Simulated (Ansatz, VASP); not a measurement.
# BN in VASP and in Ansatz

```
B N
1.0
     2.55458    0.00000    0.00000
    -1.27729    2.21233    0.00000
     0.00000    0.00000    4.22451
B N
2 2
Direct
  0.68312 0.33333 0.99981
  0.31688 0.66667 0.49981
  0.64905 0.33333 0.62519
  0.35095 0.66667 0.12519
```

Change from the starting cell: mode 4 (471.6 1/cm) frozen in, largest displacement +0.045 Å.

Alike in both runs: task single point; functional PBE; k mesh 12 × 12 × 6; occupations gaussian, width 0.05 eV; no spin polarisation.

```csv
,VASP,Ansatz
version,VASP 6.6.1,Ansatz 0.2.0
potentials or method,"VASP PAW PBE potentials, release 64 (B, N)","scalar-relativistic, plane waves, PAW"
plane-wave cutoff (eV),520,420
valence electrons in the cell,16,16
```

```tsv
	VASP	Ansatz	Ansatz less VASP
gap on the k mesh at the Fermi level (eV)	5.13	5.15	+0.017
least direct gap on the mesh (eV)	8.13	8.14	+0.012
pressure (GPa)	0.2	-0.1	-0.23
largest component of the traceless stress (GPa)	1.52	1.52	+0.002
rms of the force components (eV/Å)	0.260	0.260	+0.0001
```

Atom by atom the forces differ by 0.001 eV/Å (rms over components).

A k mesh can miss the band edges.
